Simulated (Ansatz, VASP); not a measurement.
**InP in VASP and in Ansatz**

File POSCAR:

```
InP
1.0
    0.6959195004      3.2419664529      3.2419664529
    3.2419664529      0.6959195004      3.2419664529
    3.2419664529      3.2419664529      0.6959195004
In P
1 1
Direct
    0.0000000000      0.0000000000      0.0000000000
    0.5000000000      0.5000000000      0.5000000000
```

File INCAR.step1:

```
SYSTEM = InP
ALGO     = Normal         ! electronic algorithm
EDIFF    = 1E-4           ! SCF threshold, eV
ENCUT    = 520            ! plane-wave cutoff, eV
GGA      = PE             ! functional
ISMEAR   = 0              ! smearing method
LASPH    = .True.         ! aspherical terms in the spheres
LCHARG   = .False.        ! write CHGCAR
LREAL    = .False.        ! projectors in reciprocal space
LWAVE    = .True.         ! write WAVECAR
NBANDS   = 16             ! bands
NELM     = 100            ! most SCF steps
PREC     = Accurate       ! precision mode
SIGMA    = 0.15           ! smearing width, eV
```

File INCAR.step2:

```
SYSTEM = InP
ALGO     = Normal         ! electronic algorithm
EDIFF    = 1E-6           ! SCF threshold, eV
ENCUT    = 520            ! plane-wave cutoff, eV
ISIF     = 2              ! what is computed and relaxed
ISMEAR   = 0              ! smearing method
ISTART   = 1            
LASPH    = .True.         ! aspherical terms in the spheres
LCHARG   = .False.        ! write CHGCAR
LMIXTAU  = .True.       
LREAL    = .False.        ! projectors in reciprocal space
LWAVE    = .False.        ! write WAVECAR
METAGGA  = R2SCAN         ! meta-GGA
NBANDS   = 16             ! bands
NELM     = 100            ! most SCF steps
PREC     = Accurate       ! precision mode
SIGMA    = 0.15           ! smearing width, eV
```

The input KPOINTS:

```
k-points
0
Gamma
  16 16 16
  0 0 0
```

Input for Ansatz:

```yaml
crystal:
  lattice:
    - [0.6959195004, 3.2419664529, 3.2419664529]
    - [3.2419664529, 0.6959195004, 3.2419664529]
    - [3.2419664529, 3.2419664529, 0.6959195004]
  atoms:
    - { symbol: In, position: [0.0, 0.0, 0.0] }
    - { symbol: P, position: [0.5, 0.5, 0.5] }
basis:
  ecutwfc: 500
kpoints:
  mp_grid: { grid: [16, 16, 16] }
hamiltonian:
  xc: r2scan
scf:
  occupations: { method: gaussian, width: 0.15 }
output:
  forces: true
  stress: true
  eigenvalues: true
```

Alike in both runs: task single point; functional r2SCAN; k mesh 16 × 16 × 16; occupations gaussian, width 0.15 eV; no spin polarisation.

```csv
,VASP,Ansatz
version,VASP 6.6.1,Ansatz 0.2.0
potentials or method,"VASP PAW PBE potentials, release 64 (In_d, P)","scalar-relativistic, plane waves, PAW"
plane-wave cutoff (eV),520,500
valence electrons in the cell,18,18
```

```csv
,VASP,Ansatz,Ansatz less VASP
gap on the k mesh at the Fermi level (eV),none,none,-
pressure (GPa),-5.5,-5.5,-0.04
largest component of the traceless stress (GPa),7.09,7.09,-0.002
```

A gap of «none» marks a metal or a gap that the smearing closes. With one functional, cell and mesh, what is left measures potentials, basis and numerics.

Caveats: the PAW data sets were made with another functional, which shifts forces and pressure a little (VASP).
